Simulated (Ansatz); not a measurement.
Runs of Ansatz 0.2.0 on Ru. The structure is hexagonal, space group P6_3/mmc (No. 194). The conventional cell has a = 2.706 Å, b = 2.706 Å, c = 4.282 Å, α = 90.00°, β = 90.00°, γ = 120.00°. Ru (site symmetry -6m2) has 12 Ru at 2.65 to 2.71 Å as nearest neighbours. 

```csv
level,cutoff (eV),gap on the mesh (eV),pressure (GPa),relaxed volume (Å³/atom)
RPBE,420,none,0.0,13.97
PBEsol,420,none,0.0,(a)
r2SCAN,500,none,0.0,13.49
BLYP,420,none,0.0,14.42
revPBE,420,none,0.0,(b)
```

Alike in all rows: task relaxation of cell and atoms; potentials or basis Ansatz PAW; no spin polarisation; cell relaxed; k mesh 11 × 11 × 6; smearing fermi-dirac 0.05 eV.

Problem. Estimate the missing entries.

Solution. (a) 13.32; (b) 13.91.

Caveats: the plane-wave basis is chosen anew once the cell has moved, so the energies of steps on either side of that aren't comparable; the PAW data sets come from PBE, with cores solved anew for the run's functional, which leaves a small shift of forces and pressure.

A k mesh can miss the band edges, and the runs leave out spin-orbit coupling on Ru.

A gap of «none» marks a metal or a gap under the smearing width.

Runs at the PBE level aren't shown here.
